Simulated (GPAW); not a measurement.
# FeO (Wuestite): band structure with r2SCAN

**The experiment to reproduce.**

“W\"ustite: Electric, thermodynamic and optical properties of FeO”, 2012, arxiv:1203.1201 quotes, for a bulk crystal of FeO: band gap 2.4 eV (optical).

The system is FeO (Wuestite).

```
Fe O
1.0
     0.00000    2.15540    2.15540
     2.15540    0.00000    2.15540
     2.15540    2.15540    0.00000
Fe O
1 1
Direct
  0.00000 0.00000 0.00000
  0.50000 0.50000 0.50000
```

```yaml
Program: GPAW 26.7.0
Task: band structure
Functional: r2SCAN
Potentials_or_basis: GPAW PAW data sets (gpaw-data 1.2.1)
Cutoff: 800 eV
Basis: pw
k_mesh: 11 × 11 × 11
Occupations: fermi-dirac, width 0.05 eV
Spin: collinear spin, ferromagnetic start
Starting_moments: "[3.0, 0.0] μB"
Maxiter: 150
Band_path: GXWKGLUWLK,UX
Band_points: 100
```

```json
{"Pressure": "-4.8 GPa", "Band gap along the path": "none (metal or under the smearing width)", "Net moment": "4.00 μB per cell", "Site moments": "Fe +3.61; O +0.23 μB"}
```

Levels at the corners of the path, in eV from the Fermi level:
Spin up:
```
point  band 5  band 6  band 7  band 8  band 9  band 10
    Γ   -4.80   -4.80   -4.68   -4.68   -4.68    -0.21
    X   -5.76   -4.44   -3.94   -3.87   -3.87     5.10
    W   -4.06   -4.03   -4.03   -3.87   -2.72     7.32
    K   -4.68   -4.00   -3.69   -3.54   -2.70     6.64
    Γ   -4.80   -4.80   -4.68   -4.68   -4.68    -0.21
    L   -4.13   -4.13   -3.50   -1.27   -1.27     3.92
    U   -4.68   -4.00   -3.69   -3.54   -2.70     6.64
    W   -4.06   -4.03   -4.03   -3.87   -2.72     7.32
    L   -4.13   -4.13   -3.50   -1.27   -1.27     3.92
    K   -4.68   -4.00   -3.69   -3.54   -2.70     6.64
    U   -4.68   -4.00   -3.69   -3.54   -2.70     6.64
    X   -5.76   -4.44   -3.94   -3.87   -3.87     5.10
```
Spin down:
| point | band 2 | band 3 | band 4 | band 5 | band 6 | band 7 | band 8 | band 9 |
| --- | --- | --- | --- | --- | --- | --- | --- | --- |
| Γ | -4.03 | -4.03 | -4.03 | -0.77 | -0.77 | -0.77 | 0.57 | 0.57 |
| X | -7.79 | -5.26 | -5.26 | -2.23 | 0.81 | 0.81 | 1.17 | 1.58 |
| W | -6.94 | -6.94 | -6.29 | -0.08 | -0.08 | 0.81 | 1.50 | 2.24 |
| K | -7.37 | -6.91 | -5.60 | -0.87 | 0.61 | 0.70 | 1.73 | 2.17 |
| Γ | -4.03 | -4.03 | -4.03 | -0.77 | -0.77 | -0.77 | 0.57 | 0.57 |
| L | -8.83 | -5.83 | -5.83 | 0.45 | 0.45 | 0.61 | 3.21 | 3.21 |
| U | -7.37 | -6.91 | -5.60 | -0.87 | 0.61 | 0.70 | 1.73 | 2.17 |
| W | -6.94 | -6.94 | -6.29 | -0.08 | -0.08 | 0.81 | 1.50 | 2.24 |
| L | -8.83 | -5.83 | -5.83 | 0.45 | 0.45 | 0.61 | 3.21 | 3.21 |
| K | -7.37 | -6.91 | -5.60 | -0.87 | 0.61 | 0.70 | 1.73 | 2.17 |
| U | -7.37 | -6.91 | -5.60 | -0.87 | 0.61 | 0.70 | 1.73 | 2.17 |
| X | -7.79 | -5.26 | -5.26 | -2.23 | 0.81 | 0.81 | 1.17 | 1.58 |

It took 3.3 min on 1 thread of Arm Neoverse V1, on a shared host, peak memory 0.4 GiB.

A measured gap of FeO is 2.4 eV (optical; quoted in “W\"ustite: Electric, thermodynamic and optical properties of FeO”, 2012, arxiv:1203.1201); the calculated 0.00 eV misses it by -2.40 eV. So large a miss can be the level of theory's own, or it may mean another phase, state or a wrong row. The value is that of r2SCAN, without temperature or zero-point motion. The run's magnetic order (collinear spin, ferromagnetic start) needn't be the measured crystal's.

Caveat: the PAW data sets were made with another functional, which shifts forces and pressure a little; a cell with one magnetic atom can't hold antiferromagnetic order, which such compounds often take; semilocal functionals often make such compounds metallic where correlation or magnetic order opens a gap, which also shifts bond lengths.
